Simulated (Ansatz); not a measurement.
LaAlO3:
```cif
data_AlLaO3
_chemical_formula_sum 'La1 Al1 O3'
_space_group_name_H-M_alt 'P 1'
_space_group_IT_number 1
_cell_length_a 3.81236
_cell_length_b 3.81236
_cell_length_c 3.81236
_cell_angle_alpha 90.000
_cell_angle_beta 90.000
_cell_angle_gamma 90.000
loop_
_space_group_symop_operation_xyz
  'x, y, z'
loop_
_atom_site_label
_atom_site_type_symbol
_atom_site_fract_x
_atom_site_fract_y
_atom_site_fract_z
_atom_site_occupancy
La1 La 0.50000 0.50000 0.50000 1
Al1 Al 0.00000 0.00000 0.00000 1
O1 O 0.00000 0.50000 0.00000 1
O2 O 0.50000 0.00000 0.00000 1
O3 O 0.00000 0.00000 0.50000 1
```

Relaxed with PBE. Independent-particle spectrum: no excitons, no local fields, no scissors shift; 0.1 eV broadening; ε₁ of the summed bands alone.

Problem. Tabulate the dielectric function from plane-wave PAW PBE (Ansatz code).

Solution. 

```tsv
E (eV)	ε₁ xx	ε₂ xx
0.0	4.58	0.00
0.5	4.60	0.00
1.0	4.64	0.00
1.5	4.73	0.00
2.0	4.86	0.00
2.5	5.04	0.00
3.0	5.32	0.00
3.5	5.76	0.00
4.0	6.62	0.01
4.5	7.76	1.61
5.0	7.71	3.74
5.5	4.08	4.45
6.0	5.38	2.65
6.5	6.83	3.81
7.0	6.50	7.40
7.5	3.28	7.22
8.0	2.06	6.12
8.5	0.40	5.61
9.0	0.47	5.39
9.5	-0.89	3.77
10.0	0.02	2.55
10.5	0.15	2.71
11.0	-0.81	3.29
11.5	-0.13	1.43
12.0	0.65	1.13
```

Problem. From ε at 4.2 eV (xx: 7.51 + 0.26i), find n, k, the normal reflectivity and the absorption coefficient.

Solution. n = 2.74, k = 0.047, R = 22 %, α = 2kE/ħc = 20000 cm⁻¹.

With all bands, ε∞ without local fields is 4.93. DFPT, with local fields, gives 4.83.

Space group Pm-3m (cubic perovskite). This is a known high-temperature phase of the composition, computed here at zero pressure and temperature. Symmetry was held in the PBE relaxation. At this level the phase is dynamically unstable (imaginary phonons). Spin–orbit coupling is left out wherever it is not named.

Potentials: the later of the program's two PAW sets.
